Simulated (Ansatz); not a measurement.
## ZnS: pressure against volume

ZnS, P6_3mc, a = 3.807 Å, c = 6.246 Å. The compound has several low-lying forms, and this is one of them. Ansatz: r2SCAN, PAW, 500 eV, Γ-centred 6×6×4 mesh on 4 atoms, Gaussian smearing 0.02 eV; no spin polarisation. Shape and atoms are relaxed at each volume; pressure is positive in compression.

```
V (Å³/atom) P (GPa)
     17.244    13.15
     17.832     9.01
     18.420     5.50
     19.008     2.52
     19.596    -0.02
     20.183        ?
     20.771    -4.04
     21.555    -6.08
```

Task: Take V0 = 19.596 Å³/atom, count pressures from its P0 = -0.02 GPa, fit the third-order Birch–Murnaghan form to the other rows, and predict the missing pressure.

Result: With the Eulerian strain f = ½[(V0/V)^(2/3) − 1] and y = (P − P0)/[3f(1 + 2f)^(5/2)], the form is the line y = B0 + 1.5 B0 (B0′ − 4) f. Rows (f, y): 0.04449, 79.7; 0.03245, 79.3; 0.02106, 78.8; 0.01026, 78.4; -0.01904, 77.6; -0.03077, 76.9. Means f = 0.009742, y = 78.450; Σ(Δf)² = 0.004321, ΣΔfΔy = 0.1539; the slope is their ratio. y = 78.10 + 35.62 f GPa, so B0 = 78.1 GPa and B0′ = 4 + 2 × (35.62)/(3 × 78.10) = 4.30. At V = 20.183, f = -0.00974, y = 77.75 and P = -2.18 GPa. The run gave -2.19 GPa, so the fit is 0.01 GPa too high, a small miss on the scale of the series.